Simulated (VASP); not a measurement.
Runs of VASP 6.6.1 on CaS. It takes space group Fm-3m (No. 225, cubic). Conventional cell: a = 5.705 Å, b = 5.705 Å, c = 5.705 Å, α = 90.00°, β = 90.00°, γ = 90.00°. Ca (site symmetry m-3m) is surrounded by 6 S at 2.85 Å. S (site symmetry m-3m) is surrounded by 6 Ca at 2.85 Å. The cell comes from a database or a generator and needn't be the stable form of this composition.

| task | level | potentials or basis | cell | k mesh | cutoff (eV) | mesh quality | gap on the mesh (eV) | pressure (GPa) | relaxed volume (Å³/atom) |
| --- | --- | --- | --- | --- | --- | --- | --- | --- | --- |
| relaxation of cell and atoms | PBE | VASP PAW PBE potentials, release 64 (Ca_sv, S) | relaxed | 8 × 8 × 8 | 600 | not flagged | 2.38 | 0.0 | (b) |
| relaxation of cell and atoms | PBEsol | VASP PAW PBE potentials, release 64 (Ca_sv, S) | relaxed | 4 × 4 × 4 | 600 | coarse | 2.16 | 0.0 | 22.48 |
| relaxation of cell and atoms | PBE+D3(BJ) | VASP PAW PBE potentials, release 64 (Ca_sv, S) | relaxed | 8 × 8 × 8 | 600 | not flagged | 2.29 | 0.0 | 22.43 |
| relaxation of cell and atoms | LDA | VASP PAW LDA potentials, release 64 (Ca_sv, S) | relaxed | 8 × 8 × 8 | 600 | not flagged | (c) | 0.0 | 21.63 |
| relaxation of cell and atoms | PBEsol | VASP PAW PBE potentials, release 64 (Ca_pv, S) | relaxed | 8 × 8 × 8 | 580 | not flagged | 2.16 | 0.0 | 22.35 |
| relaxation of cell and atoms | PBEsol | VASP PAW PBE potentials, release 64 (Ca_sv, S) | relaxed | 8 × 8 × 8 | 600 | not flagged | 2.16 | 0.0 | 22.43 |
| single point | PBEsol | VASP PAW PBE potentials, release 64 (Ca_sv, S) | as given | 8 × 8 × 8 | 520 | not flagged | 2.25 | -2.0 | - |
| relaxation of cell and atoms | RPBE | VASP PAW PBE potentials, release 64 (Ca_sv, S) | relaxed | 8 × 8 × 8 | 600 | not flagged | (a) | 0.0 | 24.29 |

Alike in all rows: no spin polarisation; smearing gaussian 0.02 eV.

Task: Estimate the missing entries.

Result: (a) 2.59; (b) 23.37; (c) 1.97.

Caveats: some runs use coarse meshes; the PAW data sets were made with another functional, which shifts forces and pressure a little (some runs).

A k mesh can miss the band edges.

The runs don't all hold the same shells in valence.
